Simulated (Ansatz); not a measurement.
# WC (Qusongite) (P-6m2) in Ansatz: further runs

Aim: see how the results for WC (Qusongite) move with the level of theory and the settings. Levels: m-r2SCAN, BPBE. Tasks: band structure, single point, equation of state.

Program: Ansatz 0.2.0. These are calculated values, not measurements. Logs are shortened: lines on timing, memory, paths and dates and some standing lists are left out, and cuts for length are marked.

### 1 The structure

The structure is hexagonal, space group P-6m2 (No. 187). Conventional cell: a = 2.907 Å, b = 2.907 Å, c = 2.837 Å, α = 90.00°, β = 90.00°, γ = 120.00°. W (site symmetry -6m2) is surrounded by 6 C at 2.20 Å. Around C (site symmetry -6m2) lie 6 W at 2.20 Å.

### 2 Band structure, m-r2SCAN

Contents of input.yaml:

```yaml
crystal:
  lattice:
    - [2.9065, 0.0, 0.0]
    - [-1.45325, 2.5171028361, 0.0]
    - [0.0, 0.0, 2.8366]
  atoms:
    - { symbol: W, position: [0.0, 0.0, 0.0] }
    - { symbol: C, position: [0.6666666667, 0.3333333333, 0.5] }
hamiltonian:
  xc: mr2scan
  pseudopotentials: { kind: paw }
kpoints:
  mp_grid: { grid: [10, 10, 9] }
  band_path:
    path:
      - [[0.0, 0.0, 0.0], [0.5, 0.0, 0.0], [0.3333333333, 0.3333333333, 0.0], [0.0, 0.0, 0.0], [0.0, 0.0, 0.5], [0.5, 0.0, 0.5], [0.3333333333, 0.3333333333, 0.5], [0.0, 0.0, 0.5]]
      - [[0.5, 0.0, 0.5], [0.5, 0.0, 0.0]]
      - [[0.3333333333, 0.3333333333, 0.0], [0.3333333333, 0.3333333333, 0.5]]
    npoints: 14
scf:
  occupations: { method: fermi_dirac, width: 0.05 }
  n_extra_bands: 6
output:
  forces: true
  stress: true
  eigenvalues: true
  fatbands: true
```

Potentials or basis: Ansatz PAW.

Started as:

```sh
> ansatz run input.yaml --threads 2 --pin off --max-ram 5120MiB --backend cpu --events-out ev --progress --plain --runs-dir out
```

The log of the run:

```text
Warning: RAYON_NUM_THREADS=2 ignored (pool sized by the plan → 2); use --threads N
scf.n_extra_bands = 6 over 9 filled bands (N_el = 18.0): the run solves 15 bands
Engine: ansatz 0.2.0, aarch64-unknown-linux-gnu
Pseudopotentials: kind: paw
Pseudopotential: W, paw, valence charge 14, recommended cutoff 500 eV (meta_gga), W.paw.azcp
Pseudopotential: C, paw, valence charge 4, recommended cutoff 500 eV (meta_gga), C.paw.azcp
Functional definition: m-r2SCAN
  exchange = m_r2scan_x
  correlation = m_r2scan_c
Crystal: 2 atoms, lattice volume = 20.752 Å³
Basis set: ecut = 500 eV, 539 PW (Γ), exchange–correlation on 96×96×96 points (64 copies of the dense FFT grid, shifted against one another)
Bands: 15, of which v1, the nominal top of the filled ones, is band 9 counted from 1 (8 counted from 0)
Symmetry: 12 space group operations
Space group: P-6m2 (ITA 187), of the structure as read, at distance tolerance 2.7e-5 Å
k-points: 70 of 900 (time reversal used)
Non-local potential: W, projectors of the file, l = 0: 3, l = 1: 2, l = 2: 2, l = 3: 1
Non-local potential: C, projectors of the file, l = 0: 2, l = 1: 2, l = 2: 1
PAW form: soft (Blöchl's): semilocal exchange-correlation on the pseudo side does not see the compensation charge
PAW frozen core: W, regenerated for the run's functional (the file was generated under x = pbe(κ = 0.804, μ = 0.2195149727645171), c = pbe(β = 0.06672455060314922))
PAW frozen core: C, regenerated for the run's functional (the file was generated under x = pbe(κ = 0.804, μ = 0.2195149727645171), c = pbe(β = 0.06672455060314922))
PAW one-centre angular grid: W, 590 points (default); XC on 160 Gauss nodes
PAW one-centre angular grid: C, 302 points (default); XC on 160 Gauss nodes
Initial density: superposition of atomic densities (neutral atoms: chi_scale 0, normalization atom), corrected by the library's trained network
Initial wavefunctions: pseudopotential atomic-orbital guess
Functional: x = mr2scan, c = mr2scan; τ floored in thin density (d = 2e-4 eV/Å³)
SCF iter   1: F=—  HF=-10649.251604 eV  |F-HF|=—  |Δ(HF+E_count)|=         —  Δρ=1.07e-2  dr2=1.01e-2  dr2_τ=1.83e-1  ethr=1.77e-3  ⟨swp⟩=5.9  Hψ=5897  notcnv=0  defer=4
preconditioner: auto → none  [metal: Δε(μ)=0.105 eV  Ē_g=13.230 eV  σ=0.050 eV  W_gap=0.43  n_scr=8 (ndim 8)  ℏωp=25.8 eV  f_vac=0.000  D(μ)=0.23/eV (n_scr^D=0)  sad-step TF]
SCF iter   2: F=—  HF=-10649.323673 eV  |F-HF|=—  |Δ(HF+E_count)|=   7.21e-2  Δρ=6.56e-3  dr2=3.22e-3  dr2_τ=6.32e-4  ethr=5.59e-5  ⟨swp⟩=2.0  Hψ=2279  notcnv=0  defer=101
SCF iter   3: F=—  HF=-10649.326628 eV  |F-HF|=—  |Δ(HF+E_count)|=   2.95e-3  Δρ=2.85e-3  dr2=4.99e-4  dr2_τ=9.61e-5  ethr=1.79e-5  ⟨swp⟩=2.1  Hψ=1365  notcnv=0  defer=101
SCF iter   4: F=—  HF=-10649.327370 eV  |F-HF|=—  |Δ(HF+E_count)|=   7.41e-4  Δρ=3.09e-4  dr2=2.41e-5  dr2_τ=2.57e-6  ethr=2.77e-6  ⟨swp⟩=2.2  Hψ=1496  notcnv=0  defer=101
SCF iter   5: F=—  HF=-10649.327366 eV  |F-HF|=—  |Δ(HF+E_count)|=   3.49e-6  Δρ=9.04e-5  dr2=1.36e-6  dr2_τ=1.14e-7  ethr=1.34e-7  ⟨swp⟩=2.3  Hψ=1270  notcnv=0  defer=101
SCF iter   6: F=-10649.327367 eV  HF=-10649.327367 eV  |F-HF|=3.21e-8  |Δ(HF+E_count)|=   3.32e-7  Δρ=1.26e-5  dr2=1.11e-8  dr2_τ=1.17e-9  ethr=5.56e-10  ⟨swp⟩=8.8  Hψ=5565  notcnv=0
SCF 1 converged in 6 iterations: F = -10649.327367 eV  dr2 = 1.11e-8
NSCF: frozen V_eff on 129 k-points
SCF converged after 6 iterations
Free energy (F): -10649.327367 eV
Harris-Foulkes:  -10649.327367 eV  (|F-HF|=3.21e-8)
Internal energy: -10649.325467 eV  (E = F + TS)
E sigma→0 (E₀):  -10649.326417 eV
Entropy (-TS):   -0.001899 eV (-0.950 meV/atom)
Fermi energy:    20.497269 eV
--- Per-component energies (eV) ---
  E_band       = -74.763544
  E_kinetic    = 542.642812
  E_local      = -665.455599  (includes V_loc(G=0)·N_el)
  E_nonlocal   = 25.821184
  E_hartree    = 235.843627
  E_xc         = -297.910930
  E_vxc        = -327.018901  (∫ρ·V_xc dr)
  E_paw        = -8693.394152  (= ΣΔE_a)
  E_vpaw       = -139.148319  (= ΣTr[D̂ρ^β])
  E_aug_tail   = -0.000044  (compensation charges beyond the density's cutoff)
  E_vtau       = 16.708483  (kinetic-family band-sum trace: ∫τ·v_τ [+ j·A + Jᵃ·Aᵃ] dr)
  E_ewald      = -1796.259643
  E_core_change = -0.612723  (= ΣΔE_core)
  E_smearing   = -0.001899  (= −TS)
  E_closure    = -0.000000  (closes the sum)
  Σ components = -10649.327367   (vs F -10649.327367, Δ=0.00e0)
--- Forces (eV/Å), atoms counted from 1 ---
  atom   1  W      0.00000000     0.00000000     0.00000000
  atom   2  C      0.00000000    -0.00000000     0.00000000
  max |Σ_I F_I| component: 2.22e-16 eV/Å
--- Stress (GPa, compression-positive) ---
        2.053229       0.000000      -0.000000
        0.000000       2.053229      -0.000000
       -0.000000      -0.000000       0.016656
  P = ⅓ Tr σ = 1.3744 GPa (13.744 kbar)
--- Band table (eV; the first three rows and the last of 70) ---
  k-point 0: bands = ["-55.3999", "-18.7504", "-18.6402", "-18.6402", "5.2357", "15.9854", "16.9860", "16.9860", "20.5607", "23.8863", "23.8863", "26.4147", "26.4147", "27.2431", "35.6570"]
  k-point 1: bands = ["-55.3947", "-18.8470", "-18.6319", "-18.6319", "5.5461", "15.7933", "17.1269", "17.1269", "20.5582", "22.9481", "22.9481", "26.9037", "26.9037", "27.4961", "36.3813"]
  k-point 2: bands = ["-55.3814", "-19.0859", "-18.6109", "-18.6109", "6.4126", "14.9142", "17.5131", "17.5131", "21.1585", "21.5107", "21.5107", "26.9179", "26.9179", "28.1359", "37.6160"]
  k-point 69: bands = ["-55.2868", "-19.3103", "-19.2117", "-19.0500", "8.7723", "13.2474", "14.8048", "18.4575", "19.6516", "25.0862", "27.0570", "27.8864", "30.4556", "30.6110", "32.8365"]
```

fatbands.tsv:

```text
# ik	k_distance	band	e_minus_ef	w0_l0_5S	w0_l0_6S	w0_l1_5P	w0_l2_5D	c1_l0_2S	c1_l1_2P
# fermi_ev = 20.497269
# lock_threshold_ev = 1e-12
# [0, 0, 0] at k_distance = 0.000000
# [0.5, 0, 0] at k_distance = 1.248099
# [0.3333333333, 0.3333333333, 0] at k_distance = 1.968689
# [0, 0, 0] at k_distance = 3.409869
# [0, 0, 0.5] at k_distance = 4.517389
# [0.5, 0, 0.5] at k_distance = 5.765488
# [0.3333333333, 0.3333333333, 0.5] at k_distance = 6.486078
# [0, 0, 0.5] at k_distance = 7.927258
# [0.5, 0, 0.5] at k_distance = 7.927258
# [0.5, 0, 0] at k_distance = 9.034779
# [0.3333333333, 0.3333333333, 0] at k_distance = 9.034779
# [0.3333333333, 0.3333333333, 0.5] at k_distance = 10.142299
# jumps = 99 114
# n_points = 129
0	0.000000	0	-75.897203	0.954681	0.041936	0.000000	0.000114	0.003262	0.000000
0	0.000000	1	-39.247673	0.000000	0.000000	0.980746	0.000000	0.000000	0.019235
0	0.000000	2	-39.137457	0.000000	0.000000	0.995001	0.000004	0.000000	0.004945
0	0.000000	3	-39.137457	0.000000	0.000000	0.995001	0.000004	0.000000	0.004945
0	0.000000	4	-15.261603	0.037792	0.575255	0.000000	0.004178	0.380937	0.000000
0	0.000000	5	-4.511840	0.001173	0.017303	0.000000	0.974153	0.005029	0.000000
[... 1929 lines left out ...]
128	10.142299	13	10.549561	0.000000	0.000000	0.000000	0.383138	0.000000	0.554138
128	10.142299	14	11.496986	0.000000	0.000000	0.000127	0.043529	0.000000	0.000000
```

Wall time 4.4 s (2 threads of Arm Neoverse V2, shared host); peak memory 0.36 GiB.

Results:

```yaml
Free_energy: -10649.3274 eV
Pressure: 1.4 GPa
Band_gap_on_the_k_mesh: none (metal or under the smearing width)
```

Stress tensor (GPa, compression positive):
```
2.05 0.00 0.00
0.00 2.05 0.00
0.00 0.00 0.02
```

Levels at the corners of the path, in eV from the Fermi level:
| point | band 5 | band 6 | band 7 | band 8 | band 9 | band 10 | band 11 | band 12 | band 13 | band 14 |
| --- | --- | --- | --- | --- | --- | --- | --- | --- | --- | --- |
| Γ | -15.26 | -4.51 | -3.51 | -3.51 | 0.06 | 3.39 | 3.39 | 5.92 | 5.92 | 6.75 |
| M | -11.85 | -7.35 | -3.79 | -3.72 | -0.53 | 2.47 | 4.72 | 5.08 | 7.25 | 10.09 |
| K | -11.11 | -6.85 | -4.73 | -3.63 | 0.71 | 0.96 | 2.15 | 3.39 | 9.65 | 15.80 |
| Γ | -15.26 | -4.51 | -3.51 | -3.51 | 0.06 | 3.39 | 3.39 | 5.92 | 5.92 | 6.75 |
| A | -11.16 | -9.02 | -2.12 | -2.12 | -0.60 | -0.60 | 3.76 | 4.82 | 4.82 | 10.52 |
| L | -12.03 | -6.74 | -4.51 | -4.39 | 0.21 | 4.58 | 5.45 | 6.95 | 9.64 | 10.75 |
| H | -11.72 | -7.46 | -5.66 | -1.75 | -0.75 | 4.55 | 6.64 | 7.90 | 9.74 | 10.55 |
| A | -11.16 | -9.02 | -2.12 | -2.12 | -0.60 | -0.60 | 3.76 | 4.82 | 4.82 | 10.52 |
| L | -12.03 | -6.74 | -4.51 | -4.39 | 0.21 | 4.58 | 5.45 | 6.95 | 9.64 | 10.75 |
| M | -11.85 | -7.35 | -3.79 | -3.72 | -0.53 | 2.47 | 4.72 | 5.08 | 7.25 | 10.09 |
| K | -11.11 | -6.85 | -4.73 | -3.63 | 0.71 | 0.96 | 2.15 | 3.39 | 9.65 | 15.80 |
| H | -11.72 | -7.46 | -5.66 | -1.75 | -0.75 | 4.55 | 6.64 | 7.90 | 9.74 | 10.55 |

Caveat: spin-orbit coupling is left out, which moves the levels of the heavy elements; the PAW data sets come from PBE, with cores solved anew for the run's functional, which leaves a small shift of forces and pressure.

### 3 Single point, BPBE, 9.75 Å³/atom (volume scaled by 0.94)

Contents of input.yaml:

```yaml
crystal:
  lattice:
    - [2.847167025, 0.0, 0.0]
    - [-1.4235835125, 2.4657189725, 0.0]
    - [0.0, 0.0, 2.778693956]
  atoms:
    - { symbol: W, position: [0.0, 0.0, 0.0] }
    - { symbol: C, position: [0.6666666667, 0.3333333333, 0.5] }
hamiltonian:
  xc: { exchange: b88, correlation: pbe }
  pseudopotentials: { kind: paw }
kpoints:
  mp_grid: { grid: [10, 10, 9] }
scf:
  occupations: { method: fermi_dirac, width: 0.05 }
output:
  forces: true
  stress: true
  eigenvalues: true
  write_density: true
  write_potential: true
  elf: true
  volumetric_format: npy
```

Potentials or basis: Ansatz PAW.

Started as:

```sh
> ansatz run input.yaml --threads 2 --pin off --max-ram 5120MiB --backend cpu --events-out ev --progress --plain --runs-dir out
```

It took 1.2 s on 2 threads of Arm Neoverse V2, shared host; peak memory 0.29 GiB.

The run converged. Its results:

* Free energy: -10673.6921 eV
* Pressure: 34.8 GPa
* Band gap on the k mesh: none (metal or under the smearing width)

Caveat: the pressure holds a Pulay correction of +0.3 GPa for the finite cutoff; the PAW data sets come from PBE, with cores solved anew for the run's functional, which leaves a small shift of forces and pressure.

### 4 Single point, BPBE, 9.96 Å³/atom (volume scaled by 0.96)

Edit input.yaml of step 3 so:

```diff
@@ -2,5 +2,5 @@
   lattice:
-    - [2.847167025, 0.0, 0.0]
-    - [-1.4235835125, 2.4657189725, 0.0]
-    - [0.0, 0.0, 2.778693956]
+    - [2.8672181576, 0.0, 0.0]
+    - [-1.4336090788, 2.4830837627, 0.0]
+    - [0.0, 0.0, 2.798262868]
   atoms:
```

Started as:

```sh
> ansatz run input.yaml --threads 2 --pin off --max-ram 5120MiB --backend cpu --events-out ev --progress --plain --runs-dir out
```

Run time: 1.2 s. Hardware: 2 threads of Arm Neoverse V2, shared host; peak memory 0.29 GiB.

Results (log left out):

```
Free energy            : -10673.7681 eV
Pressure               : 24.1 GPa
Band gap on the k mesh : none (metal or under the smearing width)
```

Caveat: the pressure holds a Pulay correction of +0.3 GPa for the finite cutoff; the PAW data sets come from PBE, with cores solved anew for the run's functional, which leaves a small shift of forces and pressure.

### 5 Single point, BPBE, 10.17 Å³/atom (volume scaled by 0.98)

Edit input.yaml of step 4 so:

```diff
@@ -2,5 +2,5 @@
   lattice:
-    - [2.8672181576, 0.0, 0.0]
-    - [-1.4336090788, 2.4830837627, 0.0]
-    - [0.0, 0.0, 2.798262868]
+    - [2.8869927008, 0.0, 0.0]
+    - [-1.4434963504, 2.5002090195, 0.0]
+    - [0.0, 0.0, 2.8175618425]
   atoms:
```

Started as:

```sh
> ansatz run input.yaml --threads 2 --pin off --max-ram 5120MiB --backend cpu --events-out ev --progress --plain --runs-dir out
```

Wall time 1.2 s (2 threads of Arm Neoverse V2, shared host); peak memory 0.29 GiB.

Results (log left out):

```
Free energy            : -10673.8178 eV
Pressure               : 14.5 GPa
Band gap on the k mesh : none (metal or under the smearing width)
```

Caveat: the pressure holds a Pulay correction of +0.3 GPa for the finite cutoff; the PAW data sets come from PBE, with cores solved anew for the run's functional, which leaves a small shift of forces and pressure.

### 6 Single point, BPBE, 10.38 Å³/atom

Edit input.yaml of step 5 so:

```diff
@@ -2,5 +2,5 @@
   lattice:
-    - [2.8869927008, 0.0, 0.0]
-    - [-1.4434963504, 2.5002090195, 0.0]
-    - [0.0, 0.0, 2.8175618425]
+    - [2.9065, 0.0, 0.0]
+    - [-1.45325, 2.5171028361, 0.0]
+    - [0.0, 0.0, 2.8366]
   atoms:
@@ -19,5 +19 @@
   eigenvalues: true
-  write_density: true
-  write_potential: true
-  elf: true
-  volumetric_format: npy
```

Potentials or basis: Ansatz PAW.

Started as:

```sh
> ansatz run input.yaml --threads 2 --pin off --max-ram 5120MiB --backend cpu --events-out ev --progress --plain --runs-dir out
```

It took 0.92 s on 2 threads of Arm Neoverse V2, shared host; peak memory 0.28 GiB.

It converged, with:

| Property | Result |
| --- | --- |
| Free energy | -10673.8439 eV |
| Pressure | 5.8 GPa |
| Band gap on the k mesh | none (metal or under the smearing width) |

Caveat: the PAW data sets come from PBE, with cores solved anew for the run's functional, which leaves a small shift of forces and pressure.

### 7 Single point, BPBE, 10.58 Å³/atom (volume scaled by 1.02)

Edit input.yaml of step 6 so:

```diff
@@ -2,5 +2,5 @@
   lattice:
-    - [2.9065, 0.0, 0.0]
-    - [-1.45325, 2.5171028361, 0.0]
-    - [0.0, 0.0, 2.8366]
+    - [2.9257489053, 0.0, 0.0]
+    - [-1.4628744527, 2.5337728771, 0.0]
+    - [0.0, 0.0, 2.8553859779]
   atoms:
@@ -19 +19,5 @@
   eigenvalues: true
+  write_density: true
+  write_potential: true
+  elf: true
+  volumetric_format: npy
```

Started as:

```sh
> ansatz run input.yaml --threads 2 --pin off --max-ram 5120MiB --backend cpu --events-out ev --progress --plain --runs-dir out
```

Run time: 1.2 s. Hardware: 2 threads of Arm Neoverse V2, shared host; peak memory 0.29 GiB.

Results (log left out):

```yaml
Free_energy: -10673.8485 eV
Pressure: -2.0 GPa
Band_gap_on_the_k_mesh: none (metal or under the smearing width)
```

Caveat: the PAW data sets come from PBE, with cores solved anew for the run's functional, which leaves a small shift of forces and pressure.

### 8 Single point, BPBE, 10.79 Å³/atom (volume scaled by 1.04)

Edit input.yaml of step 7 so:

```diff
@@ -2,5 +2,5 @@
   lattice:
-    - [2.9257489053, 0.0, 0.0]
-    - [-1.4628744527, 2.5337728771, 0.0]
-    - [0.0, 0.0, 2.8553859779]
+    - [2.9447478072, 0.0, 0.0]
+    - [-1.4723739036, 2.5502264088, 0.0]
+    - [0.0, 0.0, 2.8739279649]
   atoms:
```

Started as:

```sh
> ansatz run input.yaml --threads 2 --pin off --max-ram 5120MiB --backend cpu --events-out ev --progress --plain --runs-dir out
```

Wall time 1.2 s (2 threads of Arm Neoverse V2, shared host); peak memory 0.29 GiB.

It converged, with:

```yaml
Free_energy: -10673.8340 eV
Pressure: -9.1 GPa
Band_gap_on_the_k_mesh: none (metal or under the smearing width)
```

Caveat: the PAW data sets come from PBE, with cores solved anew for the run's functional, which leaves a small shift of forces and pressure.

### 9 Single point, BPBE, 11.00 Å³/atom (volume scaled by 1.06)

Edit input.yaml of step 8 so:

```diff
@@ -2,5 +2,5 @@
   lattice:
-    - [2.9447478072, 0.0, 0.0]
-    - [-1.4723739036, 2.5502264088, 0.0]
-    - [0.0, 0.0, 2.8739279649]
+    - [2.9635046684, 0.0, 0.0]
+    - [-1.4817523342, 2.566470327, 0.0]
+    - [0.0, 0.0, 2.8922337321]
   atoms:
@@ -19,5 +19 @@
   eigenvalues: true
-  write_density: true
-  write_potential: true
-  elf: true
-  volumetric_format: npy
```

Potentials or basis: Ansatz PAW.

Started as:

```sh
> ansatz run input.yaml --threads 2 --pin off --max-ram 5120MiB --backend cpu --events-out ev --progress --plain --runs-dir out
```

Run time: 0.95 s. Hardware: 2 threads of Arm Neoverse V2, shared host; peak memory 0.29 GiB.

The run converged. Its results:

```
Free energy            : -10673.8021 eV
Pressure               : -15.4 GPa
Band gap on the k mesh : none (metal or under the smearing width)
```

Caveat: the PAW data sets come from PBE, with cores solved anew for the run's functional, which leaves a small shift of forces and pressure.

### 10 Equation of state, BPBE

No new run: the results of the series are fitted here.

Results:

| Item | Value |
| --- | --- |
| Equilibrium volume | 10.53 Å³/atom |
| Bulk modulus at fixed shape and positions | 387 GPa |
| Pressure derivative of the bulk modulus | 4.2 |

Energy against volume, from the lowest point:
```tsv
volume (Å³/atom)	energy (meV/atom)
9.754	78.21
9.961	40.22
10.169	15.35
10.376	2.33
10.584	0.00
10.791	7.26
10.999	23.22
```

Caveat: the potentials were made for another functional, which shifts forces and pressure; the cell was scaled at fixed shape and fractional positions, which overstates the stiffness of a crystal with free parameters, most of all of layers and chains. Spin-orbit coupling is left out, which matters for the levels of W.
